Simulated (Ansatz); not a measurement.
# P: the cost of one run

Program: Ansatz 0.2.0. Level of theory: DFT PBE, scalar-relativistic, plane waves, PAW. These are calculated values, not measurements.

## (1) Starting point

Symmetry: P6/mmm, No. 191, hexagonal system. The conventional cell has a = 3.257 Å, b = 3.257 Å, c = 3.044 Å, α = 90.00°, β = 90.00°, γ = 120.00°. P (site symmetry 6/mmm) has 8 P at 3.04 to 3.26 Å as nearest neighbours.

Coordinates:

```cif
data_structure
_symmetry_space_group_name_H-M 'P 1'
_symmetry_Int_Tables_number 1
_cell_length_a 3.2573
_cell_length_b 3.2573
_cell_length_c 3.0435
_cell_angle_alpha 90.000
_cell_angle_beta 90.000
_cell_angle_gamma 120.000
_cell_volume 27.97
loop_
_atom_site_label
_atom_site_type_symbol
_atom_site_fract_x
_atom_site_fract_y
_atom_site_fract_z
_atom_site_occupancy
P1 P 0.00000 0.00000 0.00000 1
```

This is candidate A: simple hexagonal type (P6/mmm, No. 191).

(A quick probe on a coarse mesh, which set the mesh and smearing, is not shown.)

## (3) Coarse relaxation (candidate A)

Contents of input.yaml:

```yaml
crystal:
  lattice:
    - [3.2572956256, 0.0, 0.0]
    - [-1.6286478128, 2.8209007594, 0.0]
    - [0.0, 0.0, 3.0435356002]
  atoms:
    - { symbol: P, position: [0.0, 0.0, 0.0] }
basis:
  ecutwfc: 420
kpoints:
  mp_grid: { grid: [6, 6, 6] }
hamiltonian:
  xc: pbe
scf:
  occupations: { method: gaussian, width: 0.1 }
  lower_state_search: "off"
output:
  forces: true
  stress: true
  eigenvalues: true
relax:
  adjacent_minimum: "off"
  f_tol: 0.04
  max_steps: 70
  cell: { stress_tol: 0.4 }
```

Q: Estimate wall time and peak memory on 1 thread of an Arm CPU, shared host.

About 5 s, with a peak of 0.25 GiB.
